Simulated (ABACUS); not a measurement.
# PbS (Galena) (Fm-3m) in ABACUS: a series of runs

One crystal, PbS (Galena), is run at these levels: PBEsol; tasks: single point, relaxation of cell and atoms.

Program: ABACUS 3.10.1. These are calculated values, not measurements. Logs are shortened: lines on timing, memory, paths and dates and some standing lists are left out, and cuts for length are marked.

### Step 1. Starting point

The structure is cubic, space group Fm-3m (No. 225). Conventional cell: a = 5.931 Å, b = 5.931 Å, c = 5.931 Å, α = 90.00°, β = 90.00°, γ = 90.00°. Pb (site symmetry m-3m) has 6 S at 2.97 Å as nearest neighbours. S (site symmetry m-3m) has 6 Pb at 2.97 Å as nearest neighbours.

### Step 2. Single point, PBEsol

Contents of INPUT:

```
INPUT_PARAMETERS
suffix              PbS
calculation         scf
basis_type          lcao
pseudo_dir          ./
orbital_dir         ./
symmetry            1
dft_functional      pbesol
ecutwfc             100
pseudo_rcut         10
nspin               1
nbands              20
ks_solver           genelpa
smearing_method     fd
smearing_sigma      0.00367493
scf_thr             1e-07
scf_nmax            100
mixing_type         broyden
mixing_beta         0.7
cal_force           1
cal_stress          1
out_mul             1
out_chg             1
out_pot             2
out_elf             1
```

Contents of STRU:

```
ATOMIC_SPECIES
Pb 207.2000 Pb.upf
S 32.0600 S.upf

NUMERICAL_ORBITAL
Pb_confined-atom_8au_2s2p2d.orb
S_confined-atom_7au_2s2p1d.orb

LATTICE_CONSTANT
7.9258966301

LATTICE_VECTORS
0.0000000000 0.7071067812 0.7071067812
0.7071067812 0.0000000000 0.7071067812
0.7071067812 0.7071067812 0.0000000000

ATOMIC_POSITIONS
Cartesian

Pb
0.0
1
0.0000000000 0.0000000000 0.0000000000 1 1 1

S
0.0
1
0.7071067812 0.7071067812 0.7071067812 1 1 1
```

Contents of KPT:

```
K_POINTS
0
Gamma
7 7 7 0 0 0
```

Potentials or basis: PseudoDojo NC SR 0.4.1 PBE standard, DZP LCAO (the cutoffs set its grid).

On the command line:

```console
$ OMP_NUM_THREADS=1 mpirun -np 4 abacus > log
```

running log:

```text
ABACUS v3.10.1

               Atomic-orbital Based Ab-initio Computation at UStc

 ------------------------------------------------------------------------------------

 READING GENERAL INFORMATION
                           global_out_dir = OUT.PbS/
                           global_in_card = INPUT
                               pseudo_dir = ./
                              orbital_dir = ./
                                    DSIZE = 4
                                    GSIZE = 1

 READING UNITCELL INFORMATION
                                    ntype = 2
                  lattice constant (Bohr) = 7.9259
              lattice constant (Angstrom) = 4.1942

 READING ATOM TYPE 1
                               atom label = Pb
                      L=0, number of zeta = 2
                      L=1, number of zeta = 2
                      L=2, number of zeta = 2
             number of atom for this type = 1

 READING ATOM TYPE 2
                               atom label = S
                      L=0, number of zeta = 2
                      L=1, number of zeta = 2
                      L=2, number of zeta = 1
             number of atom for this type = 1

                        TOTAL ATOM NUMBER = 2
CARTESIAN COORDINATES ( UNIT =       7.925896630100 Bohr ).
    atom                   x                   y                   z     mag                  vx                  vy                  vz
tauc_Pb1            0.0000000000        0.0000000000        0.0000000000  0.0000        0.0000000000        0.0000000000        0.0000000000
tauc_S1            0.7071067812        0.7071067812        0.7071067812  0.0000        0.0000000000        0.0000000000        0.0000000000

                          Volume (Bohr^3) = 352.071
                             Volume (A^3) = 52.1715

 Lattice vectors: (Cartesian coordinate: in unit of a_0)
                   +0           +0.707107           +0.707107
            +0.707107                  +0           +0.707107
            +0.707107           +0.707107                  +0
 Reciprocal vectors: (Cartesian coordinate: in unit of 2 pi/a_0)
            -0.707107           +0.707107           +0.707107
            +0.707107           -0.707107           +0.707107
            +0.707107           +0.707107           -0.707107
 The esolver type has been set to : ksdft_lcao

                PAO radial cut off (Bohr) = 10

 Read in pseudopotential file is Pb.upf
                     pseudopotential type = NC
          exchange-correlation functional = PBE
                 nonlocal core correction = 1
                        valence electrons = 14
                                     lmax = 2
                           number of zeta = 3
                     number of projectors = 6
                           L of projector = 0
                           L of projector = 0
                           L of projector = 1
                           L of projector = 1
                           L of projector = 2
                           L of projector = 2
 XC functional updated to : pbesol
          exchange-correlation functional = PBESOL
                PAO radial cut off (Bohr) = 10

 Read in pseudopotential file is S.upf
                     pseudopotential type = NC
          exchange-correlation functional = PBE
                 nonlocal core correction = 1
                        valence electrons = 6
                                     lmax = 2
                           number of zeta = 2
                     number of projectors = 6
                           L of projector = 0
                           L of projector = 0
                           L of projector = 1
                           L of projector = 1
                           L of projector = 2
                           L of projector = 2
 XC functional updated to : pbesol
          exchange-correlation functional = PBESOL
     initial pseudo atomic orbital number = 13

 SETUP THE ELECTRONS NUMBER
            electron number of element Pb = 14
      total electron number of element Pb = 14
             electron number of element S = 6
       total electron number of element S = 6
            AUTOSET number of electrons:  = 20
                           occupied bands = 10
                                   NLOCAL = 31
                                   NBANDS = 20
                                   NBANDS = 20
                                   NLOCAL = 31

[... 61 lines left out ...]
              PURE POINT GROUP OPERATIONS = 48
                   SPACE GROUP OPERATIONS = 48
                              POINT GROUP = O_h
               POINT GROUP IN SPACE GROUP = O_h

 SETUP K-POINTS
                                    nspin = 1
                   Input type of k points = Monkhorst-Pack(Gamma)
                                   nkstot = 343
                       right hand lattice = 1
(for reciprocal lattice: )
                             BRAVAIS TYPE = 2
                     BRAVAIS LATTICE NAME = 02. Cubic I (body-centered)
                                    ibrav = 2
                       right hand lattice = 1
(for k-lattice: )
                             BRAVAIS TYPE = 2
                     BRAVAIS LATTICE NAME = 02. Cubic I (body-centered)
                                    ibrav = 2
                       right hand lattice = 1
                        ROTATION MATRICES = 48
                               nkstot_ibz = 20
K-POINTS REDUCTION ACCORDING TO SYMMETRY
     IBZ    DIRECT_X    DIRECT_Y    DIRECT_Z  WEIGHT  ibz2bz
       1  0.00000000  0.00000000  0.00000000  0.0029       0
       2  0.14285714  0.14285714  0.14285714  0.0233       1
       3  0.28571429  0.28571429  0.28571429  0.0233       2
       4  0.42857143  0.42857143  0.42857143  0.0233       3
       5  0.14285714  0.14285714  0.00000000  0.0175       8
       6  0.28571429  0.14285714  0.28571429  0.0700       9
[... 12 lines left out ...]
      19 -0.42857143  0.42857143  0.14285714  0.0700      74
      20 -0.28571429  0.42857143  0.28571429  0.0700      75

                               nkstot now = 20
[... K-POINTS DIRECT COORDINATES: 20 rows ...]

           k-point number in this process = 20
       minimum distributed K point number = 20
[... stars of the k points ...]

[... K-POINTS CARTESIAN COORDINATES: 20 rows ...]

[... K-POINTS DIRECT COORDINATES: 20 rows ...]

 SETUP PLANE WAVES FOR WAVE FUNCTIONS
     energy cutoff for wavefunc (unit:Ry) = 100
              fft grid for wave functions = [ 54, 54, 54 ]
                    number of plane waves = 7391
                         number of sticks = 499

 PARALLEL PW FOR WAVE FUNCTIONS
     PROC   COLUMNS(POT)             PW
        1            125           1849
        2            125           1849
        3            124           1845
        4            125           1848
 --------------- sum -------------------
        4            499           7391

 SET NONLOCAL PSEUDOPOTENTIAL PROJECTORS
 SET NONLOCAL PSEUDOPOTENTIAL PROJECTORS
 max number of nonlocal projetors among all species is 6

 -------------------------------------------
 SELF-CONSISTENT
 -------------------------------------------

 SETUP SEARCHING RADIUS FOR PROGRAM TO SEARCH ADJACENT ATOMS
                  longest orb rcut (Bohr) = 8
   longest nonlocal projector rcut (Bohr) = 2.46
                     search radius (Bohr) = 20.9
              searching radius is (Bohr)) = 20.9
         searching radius unit is (Bohr)) = 7.93
                         PeriodicBoundary = 1
                        Radius(unit:lat0) = 2.64
                                   glayer = [ 5, 5, 5 ]
                             glayer_minus = [ 4, 4, 4 ]

Find the coordinate range of the input atom(unit:lat0).
                                  min_tau = [ -5.66, -5.66, -5.66 ]
                                  max_tau = [ 6.36, 6.36, 6.36 ]
                                BoxNumber = [ 9, 9, 9 ]

 SETUP EXTENDED REAL SPACE GRID FOR GRID INTEGRATION
                          real space grid = [ 54, 54, 54 ]
                 big cell numbers in grid = [ 27, 27, 27 ]
             meshcell numbers in big cell = [ 2, 2, 2 ]
                        extended fft grid = [ 34, 34, 34 ]
                dimension of extened grid = [ 96, 96, 96 ]
                            UnitCellTotal = 125
              Atom number in sub-FFT-grid = 2
    Local orbitals number in sub-FFT-grid = 31
                                ParaV.nnr = 11938
                                 init_chg = atomic

 LCAO ALGORITHM --------------- ION=   1  ELEC=   1--------------------------------

 Density error is 0.0656802507518
----------------------------------------------------------
     Energy           Rydberg                 eV
----------------------------------------------------------
 E_KohnSham     -162.4770352125      -2210.6134730370
 E_Harris       -163.1423695042      -2219.6658104782
 E_Fermi        0.6322162512         8.6017433846
----------------------------------------------------------
[... 80 lines left out ...]
 Density error is 3.92781340209e-08
----------------------------------------------------------
     Energy           Rydberg                 eV
----------------------------------------------------------
 E_KohnSham     -162.5120178971      -2211.0894368783
 E_KS(sigma->0) -162.5120178461      -2211.0894361844
 E_Harris       -162.5120177651      -2211.0894350832
 E_band         -3.7309726069        -50.7624865351
 E_one_elec     -35.7100016957       -485.8594986514
 E_Hartree      30.3350747269        412.7298655415
 E_xc           -45.9074467938       -624.6028570270
 E_Ewald        -111.2296440325      -1513.3569453535
 E_entropy(-TS) -0.0000001020        -0.0000013878
 E_descf        0.0000000000         0.0000000000
 E_exx          0.0000000000         0.0000000000
 E_Fermi        0.6538508232         8.8960968374
----------------------------------------------------------

 charge density convergence is achieved
 final etot is -2211.0894369 eV
 EFERMI = 8.8960968374 eV
The vacuum level is 7.2810592544 eV

 STATE ENERGY(eV) AND OCCUPATIONS    NSPIN == 1
 1/20 kpoint (Cartesian) = 0.0000 0.0000 0.0000 (1493 pws)
       1       -8.07761     0.00583090
       2       -8.07761     0.00583090
       3       -8.07761     0.00583090
       4       -8.07015     0.00583090
       5       -8.07015     0.00583090
       6       -5.00544     0.00583090
[... 122 lines left out ...]
      19        23.3910        0.00000
      20        25.3704        0.00000

[... levels at 14 further k points ...]

 correction force for each atom along direction 1 is 1.70925e-14
 correction force for each atom along direction 2 is 4.27950e-14
 correction force for each atom along direction 3 is 3.13216e-14
------------------------------------------------------------------------------------------
 TOTAL-FORCE (eV/Angstrom)
------------------------------------------------------------------------------------------
                       Pb1         0.0000000000         0.0000000000         0.0000000000
                        S1         0.0000000000         0.0000000000         0.0000000000
------------------------------------------------------------------------------------------

----------------------------------------------------------------
 TOTAL-STRESS (KBAR)
----------------------------------------------------------------
         2.6651094914         0.0000000000        -0.0000000000
         0.0000000000         2.6651094914        -0.0000000000
         0.0000000000        -0.0000000000         2.6651094914
----------------------------------------------------------------
 TOTAL-PRESSURE: 2.665109 KBAR

 --------------------------------------------
 !FINAL_ETOT_IS -2211.0894368782669517 eV
 --------------------------------------------
```

It took 4.8 s on 4 MPI ranks of Intel Xeon Platinum 8488C (Sapphire Rapids), shared host; peak memory 0.44 GiB.

What came out:

| Item | Value |
| --- | --- |
| Free energy | -2211.0894 eV |
| Pressure | 0.3 GPa |
| Mulliken charges | Pb +0.45; S -0.45 e |

Levels at points of the mesh, in eV from the Fermi level:
| k point | band 7 | band 8 | band 9 | band 10 | band 11 | band 12 | band 13 | band 14 |
| --- | --- | --- | --- | --- | --- | --- | --- | --- |
| (0.00, 0.00, 0.00) | -6.35 | -2.40 | -2.40 | -2.40 | 4.91 | 4.91 | 4.91 | 6.41 |

Caveat: the atomic orbitals were generated for these runs and aren't a published set; Mulliken charges move with the basis; this odd mesh misses L, where the gap lies, so gap, dielectric constants and Born charges aren't listed; the potentials were made for another functional, which shifts forces and pressure; the basis of atomic orbitals isn't converged, which shifts pressures, moduli and gaps. The run has no spin-orbit coupling, so splittings on Pb are missing.

### Step 3. Relaxation of cell and atoms, PBEsol

Contents of run_abacus.py:

```python
"""Relaxation by an ASE optimiser with ABACUS as a small file-based calculator."""
import re
import subprocess
import numpy as np
from ase.calculators.calculator import Calculator, all_changes
from ase.filters import FrechetCellFilter
from ase.io import read
from ase.optimize import BFGS
from ase.stress import full_3x3_to_voigt_6_stress
from ase.units import Bohr, GPa

atoms = read("PbS.xyz")
atoms = atoms[(-atoms.numbers).argsort(kind="stable")]  # ABACUS lists atoms element by element
pseudo = {'Pb': 'Pb.upf', 'S': 'S.upf'}
orbital = {'Pb': 'Pb_confined-atom_8au_2s2p2d.orb', 'S': 'S_confined-atom_7au_2s2p1d.orb'}
magmoms = None
kmesh = [7, 7, 7]
params = {
    'suffix': 'PbS',
    'calculation': 'scf',
    'basis_type': 'lcao',
    'pseudo_dir': './',
    'orbital_dir': './',
    'symmetry': 1,
    'dft_functional': 'pbesol',
    'ecutwfc': 100,
    'pseudo_rcut': 10,
    'nspin': 1,
    'nbands': 14,
    'ks_solver': 'genelpa',
    'smearing_method': 'fd',
    'smearing_sigma': 0.00367493,
    'scf_thr': 1e-07,
    'scf_nmax': 100,
    'mixing_type': 'broyden',
    'mixing_beta': 0.7,
    'cal_force': 1,
    'cal_stress': 1,
    'out_mul': 1,
}

def write_input(atoms):
    symbols = atoms.get_chemical_symbols()
    elements = list(dict.fromkeys(symbols))
    lines = ["ATOMIC_SPECIES"] + [f"{e} {atoms.get_masses()[symbols.index(e)]:.4f} {pseudo[e]}" for e in elements]
    if orbital:
        lines += ["", "NUMERICAL_ORBITAL"] + [orbital[e] for e in elements]
    lines += ["", "LATTICE_CONSTANT", f"{1 / Bohr:.10f}", "", "LATTICE_VECTORS"]
    lines += [" ".join(f"{x:.10f}" for x in v) for v in atoms.cell]
    lines += ["", "ATOMIC_POSITIONS", "Direct"]
    for e in elements:
        lines += ["", e, "0.0", str(symbols.count(e))]
        for i, p in enumerate(atoms.get_scaled_positions(wrap=False)):
            if symbols[i] == e:
                mag = "" if magmoms is None else " mag " + " ".join(str(x) for x in (magmoms[i] if isinstance(magmoms[i], list) else [magmoms[i]]))
                lines.append(" ".join(f"{x:.10f}" for x in p) + " 1 1 1" + mag)
    open("STRU", "w").write("\n".join(lines) + "\n")
    open("KPT", "w").write("K_POINTS\n0\nGamma\n%d %d %d 0 0 0\n" % tuple(kmesh))
    open("INPUT", "w").write("INPUT_PARAMETERS\n" + "".join(f"{k:<20s}{v}\n" for k, v in params.items()))

class Abacus(Calculator):
    implemented_properties = ["energy", "free_energy", "forces", "stress"]

    def calculate(self, atoms=None, properties=("energy",), system_changes=all_changes):
        super().calculate(atoms, properties, system_changes)
        write_input(self.atoms)
        subprocess.run(['mpirun', '-np', '4', 'abacus'], check=True)
        log = open("OUT.PbS/running_scf.log").read()
        if "charge density convergence is achieved" not in log:
            raise RuntimeError("SCF not converged")
        rows = lambda title, n: np.array([l.split()[-3:] for l in log.split(title)[-1].split("\n")[2:2 + n]], float)
        energy = float(re.findall(r"FINAL_ETOT_IS (\S+)", log)[-1])
        stress = -rows("TOTAL-STRESS", 3) / 10 * GPa  # ABACUS prints kbar, compression positive
        self.results = dict(energy=energy, free_energy=energy, forces=rows("TOTAL-FORCE", len(self.atoms)), stress=full_3x3_to_voigt_6_stress(stress))

atoms.calc = Abacus()
opt = BFGS(FrechetCellFilter(atoms), logfile="opt.log", trajectory="relax.traj")
print("optimiser converged:", opt.run(fmax=0.01, steps=60))
```

Contents of PbS.xyz:

```xyz
2
Lattice="0.0000000000 2.9657500000 2.9657500000 2.9657500000 0.0000000000 2.9657500000 2.9657500000 2.9657500000 0.0000000000" Properties=species:S:1:pos:R:3 pbc="T T T"
Pb     0.0000000000      0.0000000000      0.0000000000
S      2.9657500000      2.9657500000      2.9657500000
```

Potentials or basis: PseudoDojo NC SR 0.4.1 PBE standard, DZP LCAO (the cutoffs set its grid).

On the command line:

```console
$ OMP_NUM_THREADS=1 python run_abacus.py > log
```

Wall time 14 s (4 MPI ranks of Intel Xeon Platinum 8488C (Sapphire Rapids), shared host); peak memory 0.44 GiB.

The run converged. Its results:

| Property | Result |
| --- | --- |
| Free energy | -2211.0896 eV |
| Relaxed volume | 26.21 Å³/atom |
| Relaxed cell | a = 4.201 Å, b = 4.201 Å, c = 4.201 Å, α = 60.00°, β = 60.00°, γ = 60.00° |
| Space group after relaxing (to 0.05 Å) | Fm-3m (No. 225) |
| Energy gained by relaxing | 0.1 meV/atom |
| Ionic steps | 3 |
| Pressure after relaxing | 0.0 GPa |
| Mulliken charges | Pb +0.46; S -0.46 e |

The path:
| step | energy change (eV) | largest force (eV/Å) | pressure (GPa) | volume (Å³) |
| --- | --- | --- | --- | --- |
| 1 | 0.0000 | 0.0000 | 0.27 | 52.17 |
| 2 | -0.0001 | 0.0000 | 0.21 | 52.22 |
| 3 | -0.0002 | 0.0000 | 0.00 | 52.41 |

Final structure:
```
CELL_PARAMETERS angstrom
0.00000 2.97035 2.97035
2.97035 0.00000 2.97035
2.97035 2.97035 0.00000
ATOMIC_POSITIONS crystal
Pb 0.00000 0.00000 0.00000
S 0.50000 0.50000 0.50000
```

Levels at points of the mesh, in eV from the Fermi level:
```csv
k point,band 6,band 7,band 8,band 9,band 10,band 11,band 12,band 13,band 14
"(0.00, 0.00, 0.00)",-13.86,-6.36,-2.38,-2.38,-2.38,4.89,4.89,4.89,6.42
```

Caveat: the atomic orbitals were generated for these runs and aren't a published set; Mulliken charges move with the basis; this odd mesh misses L, where the gap lies, so gap, dielectric constants and Born charges aren't listed; the potentials were made for another functional, which shifts forces and pressure; the basis of atomic orbitals isn't converged, which shifts pressures, moduli and gaps. Zero-point motion and thermal expansion aren't in these numbers.
